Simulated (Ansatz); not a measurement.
# GaSb (F-43m) in Ansatz: settings compared

One crystal, GaSb, is run at these levels: PBEsol, HSE06, PBE0; tasks: single point.

All numbers are computed with Ansatz 0.2.0; they aren't measurements. Logs are shortened: lines on timing, memory, paths and dates and some standing lists are left out, and cuts for length are marked.

**Measured values to compare with.**

From a printed reference work, data compilation, for a bulk crystal of GaSb at 4.2 K: band gap 0.811 eV (direct).

The results are compared with them further down.

## Step 1: The structure

The structure is cubic, space group F-43m (No. 216). The conventional cell has a = 6.118 Å, b = 6.118 Å, c = 6.118 Å, α = 90.00°, β = 90.00°, γ = 90.00°. Around Sb (site symmetry -43m) lie 4 Ga at 2.65 Å. Ga (site symmetry -43m) is surrounded by 4 Sb at 2.65 Å.

## Step 2: Single point, PBEsol

Input file input.yaml:

```yaml
crystal:
  lattice:
    - [0.0, 3.059, 3.059]
    - [3.059, 0.0, 3.059]
    - [3.059, 3.059, 0.0]
  atoms:
    - { symbol: Sb, position: [0.75, 0.75, 0.75] }
    - { symbol: Ga, position: [0.0, 0.0, 0.0] }
kpoints:
  mp_grid: { grid: [6, 6, 6] }
scf:
  occupations: { method: fermi_dirac, width: 0.05 }
hamiltonian:
  xc: pbesol
  pseudopotentials: { kind: all_electron, datasets: crystal }
output:
  forces: true
  stress: true
  eigenvalues: true
```

Potentials or basis: all-electron PAW datasets made for the crystal.

Started as:

```bash
ansatz run input.yaml --threads 2 --pin off --max-ram 8192MiB --backend cpu --events-out ev --progress --plain --runs-dir out
```

The log of the run:

```text
Warning: RAYON_NUM_THREADS=2 ignored (pool sized by the plan → 2); use --threads N
hamiltonian.pseudopotentials.datasets: crystal makes datasets for this crystal and solves the spheres of its atoms anew in each pass: cutoff 260.0 eV, the density's 1040.0 eV; for an error of 0.50 meV an atom under PBE, 1.0 meV for the cell; an energy difference from a run of another recipe may be off by several times the error for the cell, under r2SCAN by more, where some 0.1 meV an atom stays at smaller errors; Ga in spheres of 1.296 Å, 13 of its electrons in bands; Sb in spheres of 1.349 Å, 15 of its electrons in bands
Engine: ansatz 0.2.0, aarch64-unknown-linux-gnu
Pseudopotentials: kind: all_electron
Pseudopotential: Sb, paw, valence charge 15, recommended cutoff 260 eV (normal), crystal/all_electron/pbesol/scalar/gaussian/Sb, Koelling and Harmon's equation, gaussian nucleus
Pseudopotential: Ga, paw, valence charge 13, recommended cutoff 260 eV (normal), crystal/all_electron/pbesol/scalar/gaussian/Ga, Koelling and Harmon's equation, gaussian nucleus
Functional definition: PBEsol
  exchange = pbesol_x
  correlation = pbesol_c
Crystal: 2 atoms, lattice volume = 57.249 Å³
Basis set: ecut = 260 eV, 537 PW (Γ), exchange–correlation on 48×48×48 points (8 copies of the dense FFT grid, shifted against one another)
Bands: 18, of which v1, the nominal top of the filled ones, is band 14 counted from 1 (13 counted from 0)
Symmetry: 24 space group operations
Space group: F-43m (ITA 216), of the structure as read, at distance tolerance 3.9e-5 Å
k-points: 16 of 216 (time reversal used)
Non-local potential: Sb, projectors of the file, l = 0: 1, l = 1: 1, l = 2: 2
Non-local potential: Ga, projectors of the file, l = 0: 1, l = 1: 1, l = 2: 2
PAW form: soft (Blöchl's): semilocal exchange-correlation on the pseudo side does not see the compensation charge
PAW one-centre angular grid: Sb, 590 points (default); XC on its mesh's 1857 points in the sphere
PAW one-centre angular grid: Ga, 590 points (default); XC on its mesh's 1897 points in the sphere
Initial density: superposition of atomic densities (neutral atoms: chi_scale 0, normalization atom)
Initial wavefunctions: pseudopotential atomic-orbital guess
Functional: x = pbesol(κ = 0.804, μ = 0.12345679012345678), c = pbesol(β = 0.046)
iter 1 solved again at ethr=1.32e-3 eV; its pass at ethr=1.00e-1 eV (dr2=3.71e-1 eV) is discarded
SCF iter   1: F=—  HF=-229152.122022 eV  |F-HF|=—  |Δ(HF+E_count)|=         —  Δρ=2.56e-2  dr2=3.76e-1  ethr=1.32e-3  ⟨swp⟩=3.7  Hψ=1484  notcnv=0
preconditioner: auto → none  [insulator: Δε(μ)=0.439 eV  Ē_g=14.247 eV  σ=0.050 eV  W_gap=0.74  n_scr=14 (ndim 8)  ℏωp=20.8 eV  f_vac=0.008  D(μ)=0.14/eV (n_scr^D=0)  ε∞_Penn≈3.1]
SCF iter   2: F=—  HF=-229152.081323 eV  |F-HF|=—  |Δ(HF+E_count)|=   4.07e-2  Δρ=1.16e-2  dr2=7.01e-2  ethr=1.32e-3  ⟨swp⟩=2.1  Hψ=578  notcnv=0  defer=1
SCF iter   3: F=—  HF=-229152.077747 eV  |F-HF|=—  |Δ(HF+E_count)|=   3.58e-3  Δρ=2.59e-3  dr2=8.09e-3  ethr=2.50e-4  ⟨swp⟩=2.6  Hψ=699  notcnv=0  defer=1
iter 4 solved again at ethr=2.63e-7 eV; its pass at ethr=2.89e-5 eV (dr2=7.35e-5 eV) is discarded
SCF iter   4: F=—  HF=-229152.075263 eV  |F-HF|=—  |Δ(HF+E_count)|=   2.48e-3  Δρ=4.85e-4  dr2=7.79e-5  ethr=2.63e-7  ⟨swp⟩=2.2  Hψ=1352  notcnv=0
SCF iter   5: F=—  HF=-229152.075270 eV  |F-HF|=—  |Δ(HF+E_count)|=   6.46e-6  Δρ=2.02e-4  dr2=1.40e-5  ethr=2.63e-7  ⟨swp⟩=3.0  Hψ=551  notcnv=0
SCF iter   6: F=—  HF=-229152.075285 eV  |F-HF|=—  |Δ(HF+E_count)|=   1.50e-5  Δρ=5.56e-5  dr2=1.71e-6  ethr=5.01e-8  ⟨swp⟩=3.0  Hψ=737  notcnv=0
SCF iter   7: F=—  HF=-229152.075283 eV  |F-HF|=—  |Δ(HF+E_count)|=   1.85e-6  Δρ=7.91e-6  dr2=2.64e-8  ethr=6.12e-9  ⟨swp⟩=3.0  Hψ=663  notcnv=0
SCF iter   8: F=-229152.075283 eV  HF=-229152.075283 eV  |F-HF|=2.91e-11  |Δ(HF+E_count)|=   5.63e-8  Δρ=1.55e-6  dr2=1.29e-9  ethr=9.43e-11  ⟨swp⟩=3.2  Hψ=587  notcnv=0
SCF 1 converged in 8 iterations: F = -229152.075280 eV  dr2 = 1.29e-9
  Residual-converged pass: ⟨swp⟩=3.0  Hψ=622  notcnv=0  max |occ|·‖R‖ = 5.2e-6 eV (tolerance 5.3e-6 eV)  dr2=1.45e-9  dr2_onsite=5.18e-9  max |Δocc| = 5.2e-11
SCF converged after 8 iterations
Free energy (F): -229152.075280 eV
Harris-Foulkes:  -229152.075280 eV  (|F-HF|=2.91e-11)
Internal energy: -229152.074194 eV  (E = F + TS)
E sigma→0 (E₀):  -229152.074737 eV
Entropy (-TS):   -0.001086 eV (-0.543 meV/atom)
Past the cutoff: the bands carry plane waves up to 1.75 times it, of which those up to 1.5 times it add -0.000342 eV an atom, each by itself; the spheres take 0.000619 eV an atom off the energy for waves past 1.75 times it
By the cutoff:   a pressure is off by up to 0.008 GPa (1.2 times the spheres' own share and the shells' term, over an atom's volume, and 0.004 GPa: a bound that held against runs at twice the plane waves)
Past the cutoffs: a stress includes 0.0018 GPa for waves and charges beyond them, in addition to the slope of what the spheres take
In the spheres:  the bands' charges fall short by 6.9e-7 e at most (sound up to 1e-3)
Fermi energy:    9.696774 eV
--- Per-component energies (eV) ---
  E_band       = -206.064646
  E_kinetic    = 164.560022
  E_local      = -2752.514696  (includes V_loc(G=0)·N_el)
  E_nonlocal   = -236.320755
  E_hartree    = 1290.526567
  E_xc         = -100.226186
  E_vxc        = -125.390447  (∫ρ·V_xc dr)
  E_paw        = -232788.969687  (= ΣΔE_a)
  E_vpaw       = -7602.241672  (= ΣTr[D̂ρ^β])
  E_ewald      = -2493.919138
  E_smearing   = -0.001086  (= −TS)
  E_closure    = 7764.789679  (closes the sum)
  Σ components = -229152.075280   (vs F -229152.075280, Δ=0.00e0)
  The terms above E_closure are by the made datasets' own strengths, without shells solved beside the bands.
--- Forces (eV/Å), atoms counted from 1 ---
  atom   1  Sb     0.00000000    -0.00000000    -0.00000000
  atom   2  Ga    -0.00000000     0.00000000     0.00000000
  max |Σ_I F_I| component: 3.47e-18 eV/Å
--- Stress (GPa, compression-positive) ---
       -0.080456      -0.000000      -0.000000
       -0.000000      -0.080456       0.000000
       -0.000000       0.000000      -0.080456
  P = ⅓ Tr σ = -0.0805 GPa (-0.805 kbar)
--- Band table (eV; the first three rows and the last of 16) ---
  k-point 0: bands = ["-19.0461", "-19.0461", "-19.0461", "-19.0257", "-19.0257", "-5.3463", "-5.3463", "-5.3463", "-5.2968", "-5.2968", "-1.8575", "9.6290", "9.6465", "9.6465", "9.6465", "12.4124"]
  k-point 1: bands = ["-19.0459", "-19.0453", "-19.0453", "-19.0255", "-19.0255", "-5.3537", "-5.3431", "-5.3431", "-5.2972", "-5.2972", "-1.5750", "6.9226", "9.2432", "9.2432", "10.6187", "12.9554"]
  k-point 2: bands = ["-19.0456", "-19.0440", "-19.0440", "-19.0251", "-19.0251", "-5.3682", "-5.3374", "-5.3374", "-5.2973", "-5.2973", "-0.8219", "4.4521", "8.7001", "8.7001", "10.1879", "13.3980"]
  k-point 15: bands = ["-19.0470", "-19.0422", "-19.0401", "-19.0266", "-19.0233", "-5.3885", "-5.3256", "-5.3224", "-5.3048", "-5.2962", "0.6264", "2.9309", "6.4438", "6.6177", "12.1694", "12.4115"]
```

Run time: 2.9 s. Hardware: 2 threads of Arm Neoverse V2, shared host; peak memory 0.4 GiB.

Results:

```yaml
Free_energy: -229152.0753 eV
Pressure: -0.1 GPa
Band_gap_on_the_k_mesh: none (metal or under the smearing width)
```

Caveat: the k mesh is thin for a metal, which can move the energy by tens of meV per atom. Spin-orbit coupling is left out, which matters for the levels of Sb.

## Step 3: Single point, HSE06

Edit input.yaml of step 2 so:

```diff
@@ -13,3 +13,3 @@
 hamiltonian:
-  xc: pbesol
+  xc: hse06
   pseudopotentials: { kind: all_electron, datasets: crystal }
@@ -18,2 +18 @@
   stress: true
-  eigenvalues: true
```

Potentials or basis: all-electron PAW datasets made for the crystal.

Started as:

```bash
ansatz run input.yaml --threads 2 --pin off --max-ram 8192MiB --backend cpu --events-out ev --progress --plain --runs-dir out
```

The log of the run:

```text
Warning: RAYON_NUM_THREADS=2 ignored (pool sized by the plan → 2); use --threads N
hamiltonian.pseudopotentials.datasets: crystal makes datasets for this crystal and solves the spheres of its atoms anew in each pass: cutoff 290.0 eV, the density's 1160.0 eV;, for an error of 0.50 meV an atom under PBE, 1.0 meV for the cell; an energy difference from a run of another recipe may be off by several times the error for the cell, under r2SCAN by more, where some 0.1 meV an atom stays at smaller errors; Ga in spheres of 1.296 Å, 13 of its electrons in bands; Sb in spheres of 1.349 Å, 15 of its electrons in bands
[... 2 set-up lines as earlier in the session ...]
Pseudopotential: Sb, paw, valence charge 15, recommended cutoff 290 eV (normal), crystal/all_electron/pbe/scalar/gaussian/Sb, Koelling and Harmon's equation, gaussian nucleus
Pseudopotential: Ga, paw, valence charge 13, recommended cutoff 290 eV (normal), crystal/all_electron/pbe/scalar/gaussian/Ga, Koelling and Harmon's equation, gaussian nucleus
Functional definition: HSE06
  parameter a = 0.25
  parameter omega = 0.11/bohr
[... 61 lines left out ...]
  Σ components = -229268.018977   (vs F -229268.018977, Δ=0.00e0)
  The terms above E_closure are by the made datasets' own strengths, without shells solved beside the bands.
--- Forces (eV/Å), atoms counted from 1 ---
  atom   1  Sb     0.00000000    -0.00000000    -0.00000000
  atom   2  Ga    -0.00000000     0.00000000     0.00000000
  max |Σ_I F_I| component: 6.48e-17 eV/Å
--- Stress (GPa, compression-positive) ---
        0.597298      -0.000000       0.000000
        0.000000       0.597298       0.000000
       -0.000000       0.000000       0.597298
  P = ⅓ Tr σ = 0.5973 GPa (5.973 kbar)
--- Band table (eV; the first three rows and the last of 16) ---
  k-point 0: bands = ["-21.5502", "-21.5502", "-21.5502", "-21.5258", "-21.5258", "-8.2489", "-8.2489", "-8.2489", "-8.1978", "-8.1978", "-3.1647", "9.4453", "9.4453", "9.4453", "10.2857", "12.8815"]
  k-point 1: bands = ["-21.5500", "-21.5495", "-21.5495", "-21.5256", "-21.5256", "-8.2537", "-8.2460", "-8.2460", "-8.1982", "-8.1982", "-2.8527", "6.6799", "9.0224", "9.0224", "11.1416", "13.4585"]
  k-point 2: bands = ["-21.5496", "-21.5480", "-21.5480", "-21.5251", "-21.5251", "-8.2634", "-8.2407", "-8.2407", "-8.1986", "-8.1986", "-2.0164", "3.8732", "8.4305", "8.4305", "10.6820", "13.9235"]
  k-point 15: bands = ["-21.5512", "-21.5461", "-21.5438", "-21.5265", "-21.5232", "-8.2799", "-8.2301", "-8.2270", "-8.2051", "-8.1977", "-0.3849", "2.1660", "5.9952", "6.1944", "12.6746", "12.8937"]
```

It took 2.6 min on 2 threads of Arm Neoverse V2, shared host; peak memory 0.95 GiB.

Results:

```
Free energy            : -229268.0190 eV
Pressure               : 0.6 GPa
Band gap on the k mesh : 0.84 eV, direct
```

Caveat: the program warned that the printed levels may be off, so bands, gaps and densities of states are rough; spin-orbit coupling is left out, which moves the levels of the heavy elements.

## Step 4: Single point, PBE0

Edit input.yaml of step 3 so:

```diff
@@ -13,3 +13,3 @@
 hamiltonian:
-  xc: hse06
+  xc: pbe0
   pseudopotentials: { kind: all_electron, datasets: crystal }
```

Potentials or basis: all-electron PAW datasets made for the crystal.

Started as:

```bash
ansatz run input.yaml --threads 2 --pin off --max-ram 8192MiB --backend cpu --events-out ev --progress --plain --runs-dir out
```

The log of the run:

```text
Warning: RAYON_NUM_THREADS=2 ignored (pool sized by the plan → 2); use --threads N
hamiltonian.pseudopotentials.datasets: crystal makes datasets for this crystal and solves the spheres of its atoms anew in each pass: cutoff 290.0 eV, the density's 1160.0 eV;, for an error of 0.50 meV an atom under PBE, 1.0 meV for the cell; an energy difference from a run of another recipe may be off by several times the error for the cell, under r2SCAN by more, where some 0.1 meV an atom stays at smaller errors; Ga in spheres of 1.296 Å, 13 of its electrons in bands; Sb in spheres of 1.349 Å, 15 of its electrons in bands
[... 4 set-up lines as earlier in the session ...]
Functional definition: PBE0
[... 1 set-up line as earlier in the session ...]
  parameter kappa = 0.804
  parameter beta = 0.06672455060314922
  exchange = (1 - a)*pbe_x(kappa = kappa, mu = beta*pi^2/3) + a*exact_x
  correlation = pbe_c(beta = beta)
Crystal: 2 atoms, lattice volume = 57.249 Å³
Basis set: ecut = 290 eV, 645 PW (Γ), exchange–correlation on 50×50×50 points (8 copies of the dense FFT grid, shifted against one another)
Bands: 18, of which v1, the nominal top of the filled ones, is band 14 counted from 1 (13 counted from 0)
[... 2 set-up lines as earlier in the session ...]
k-points: 16 of 216 (time reversal used)
[... 7 set-up lines as earlier in the session ...]
[... 12 lines left out ...]
SCF iter   9: F=—  HF=-229267.252591 eV  |F-HF|=—  |Δ(HF+E_count)|=   3.11e-4  Δρ=5.98e-5  dr2=3.08e-7  ethr=2.41e-8  ⟨swp⟩=3.1  Hψ=666  notcnv=0  defer=1
SCF iter  10: F=—  HF=-229267.252584 eV  |F-HF|=—  |Δ(HF+E_count)|=   6.84e-6  Δρ=1.71e-5  dr2=9.03e-8  ethr=1.10e-9  ⟨swp⟩=3.1  Hψ=670  notcnv=0
SCF iter  11: F=—  HF=-229267.252595 eV  |F-HF|=—  |Δ(HF+E_count)|=   1.03e-5  Δρ=6.31e-6  dr2=3.91e-8  ethr=3.22e-10  ⟨swp⟩=3.1  Hψ=743  notcnv=0
SCF iter  12: F=-229267.252590 eV  HF=-229267.252590 eV  |F-HF|=3.49e-10  |Δ(HF+E_count)|=   4.46e-6  Δρ=7.98e-7  dr2=5.27e-10  ethr=1.40e-10  ⟨swp⟩=3.1  Hψ=581  notcnv=0
SCF 1 converged in 12 iterations: F = -229267.252588 eV  dr2 = 5.27e-10
  Residual-converged pass: ⟨swp⟩=3.0  Hψ=570  notcnv=0  max |occ|·‖R‖ = 5.1e-6 eV (tolerance 5.3e-6 eV)  dr2=6.86e-10  dr2_onsite=1.07e-9  max |Δocc| = 5.6e-10
hybrid outer 1: dexx = +1.446e-11 eV
hybrid SCF converged: 1 outer / 12 inner (+0 warm-up), last move |dexx| = 1.45e-11 eV
Stability not checked: this state was not tested for a lower state beside it, because the functional holds exact exchange (a hybrid, or Hartree-Fock), whose exchange loop this test does not read (fock_operator; see scf.lower_state_search)
Free energy (F): -229267.252588 eV
Harris-Foulkes:  -229267.252588 eV  (|F-HF|=3.49e-10)
Internal energy: -229267.252588 eV  (E = F + TS)
E sigma→0 (E₀):  -229267.252588 eV
Entropy (-TS):   -0.000000 eV (-0.000 meV/atom)
Past the cutoff: the bands carry plane waves up to 1.75 times it, of which those up to 1.5 times it add -0.000183 eV an atom, each by itself; the spheres take 0.000602 eV an atom off the energy for waves past 1.75 times it
Past the cutoffs: a stress includes 0.0004 GPa for waves and charges beyond them, in addition to the slope of what the spheres take
In the spheres:  the bands' charges fall short by 9.8e-6 e at most (sound up to 1e-3)
Fermi energy:    9.873677 eV
--- Per-component energies (eV) ---
  E_band       = -276.387992
  E_kinetic    = 161.338600
  E_local      = -2753.859921  (includes V_loc(G=0)·N_el)
  E_nonlocal   = -237.180232
  E_hartree    = 1291.884738
  E_xc         = -76.750811
  E_vxc        = -95.520727  (∫ρ·V_xc dr)
  E_exx        = -100.232543  (= α·E_x^exact, valence–valence)
  E_paw        = -232697.105208  (= ΣΔE_a)
  E_vpaw       = -7373.042101  (= ΣTr[D̂ρ^β])
  E_ewald      = -2493.919138
  E_smearing   = -0.000000  (= −TS)
  E_closure    = 7638.571928  (closes the sum)
  Σ components = -229267.252588   (vs F -229267.252588, Δ=0.00e0)
  The terms above E_closure are by the made datasets' own strengths, without shells solved beside the bands.
--- Forces (eV/Å), atoms counted from 1 ---
  atom   1  Sb     0.00000000    -0.00000000    -0.00000000
  atom   2  Ga    -0.00000000     0.00000000     0.00000000
  max |Σ_I F_I| component: 4.63e-17 eV/Å
--- Stress (GPa, compression-positive) ---
        0.401290      -0.000000      -0.000000
        0.000000       0.401290       0.000000
       -0.000000       0.000000       0.401290
  P = ⅓ Tr σ = 0.4013 GPa (4.013 kbar)
--- Band table (eV; the first three rows and the last of 16) ---
  k-point 0: bands = ["-21.9633", "-21.9633", "-21.9633", "-21.9393", "-21.9393", "-8.6629", "-8.6629", "-8.6629", "-8.6119", "-8.6119", "-3.5981", "9.1454", "9.1454", "9.1454", "10.5498"]
  k-point 1: bands = ["-21.9631", "-21.9626", "-21.9626", "-21.9391", "-21.9391", "-8.6678", "-8.6601", "-8.6601", "-8.6124", "-8.6124", "-3.2857", "6.3172", "8.7136", "8.7136", "11.4306"]
  k-point 2: bands = ["-21.9626", "-21.9612", "-21.9612", "-21.9386", "-21.9386", "-8.6775", "-8.6548", "-8.6548", "-8.6128", "-8.6128", "-2.4465", "3.4510", "8.1024", "8.1024", "10.9696"]
  k-point 15: bands = ["-21.9642", "-21.9592", "-21.9569", "-21.9400", "-21.9368", "-8.6940", "-8.6442", "-8.6411", "-8.6193", "-8.6120", "-0.8053", "1.7322", "5.6053", "5.8082", "13.0202"]
```

It took 2.6 min on 2 threads of Arm Neoverse V2, shared host; peak memory 0.93 GiB.

Results:

```yaml
Free_energy: -229267.2526 eV
Pressure: 0.4 GPa
Band_gap_on_the_k_mesh: 1.40 eV, direct
```

Levels at points of the mesh, in eV from the valence-band top:
| k point | band 11 | band 12 | band 13 | band 14 | band 15 |
| --- | --- | --- | --- | --- | --- |
| (0.00, 0.00, 0.00) | -12.74 | 0.00 | 0.00 | 0.00 | 1.40 |
| (0.00, 0.00, -0.50) | -10.92 | -7.06 | -1.28 | -1.28 | 1.62 |
| (0.00, -0.50, -0.50) | -9.99 | -7.53 | -2.87 | -2.87 | 2.05 |

Caveat: spin-orbit coupling is left out, which moves the levels of the heavy elements.

## Step 5: Summary

```csv
level,cutoff (eV),gap on the mesh (eV),pressure (GPa)
PBEsol,260,none,-0.1
HSE06,290,0.84,0.6
PBE0,290,1.40,0.4
```

Alike in all rows: task single point; potentials or basis all-electron PAW datasets made for the crystal; no spin polarisation; cell as given; k mesh 6 × 6 × 6; smearing fermi-dirac 0.05 eV.

On the cell as given the gap runs from zero (PBEsol) to 1.40 eV (PBE0). The pressure there spans -0.1 GPa (PBEsol) to 0.6 GPa (HSE06); a positive pressure means that this level wants a larger cell, a negative one a smaller.

Caveats: spin-orbit coupling is left out, which moves the levels of the heavy elements (some runs); the k mesh is thin for a metal, which can move the energy by tens of meV per atom (some runs); the program warned that the printed levels may be off, so bands, gaps and densities of states are rough (some runs).

Compare energies only between runs with the same functional and basis.

## Step 6: Against experiment

Step 2. A measured gap of GaSb is 0.811 eV (direct; 4.2 K; a printed reference work, data compilation); the calculated 0.00 eV misses it by -0.81 eV. Spin-orbit coupling on Ga, Sb is left out. The value is that of PBEsol on a finite k mesh, which can miss the band edges, without temperature or zero-point motion. Semilocal functionals fall short of measured gaps as a rule.

Step 3. Measured gap of GaSb: 0.811 eV (direct; 4.2 K; a printed reference work, data compilation). This calculation gives 0.84 eV (+0.03 eV). Spin-orbit coupling on Ga, Sb is left out. The value is that of HSE06 on a finite k mesh, which can miss the band edges, without temperature or zero-point motion.

Step 4. Against the measured gap of GaSb, 0.811 eV (direct; 4.2 K; a printed reference work, data compilation), the calculated 1.40 eV is off by +0.59 eV. Spin-orbit coupling on Ga, Sb is left out. The value is that of PBE0 on a finite k mesh, which can miss the band edges, without temperature or zero-point motion.
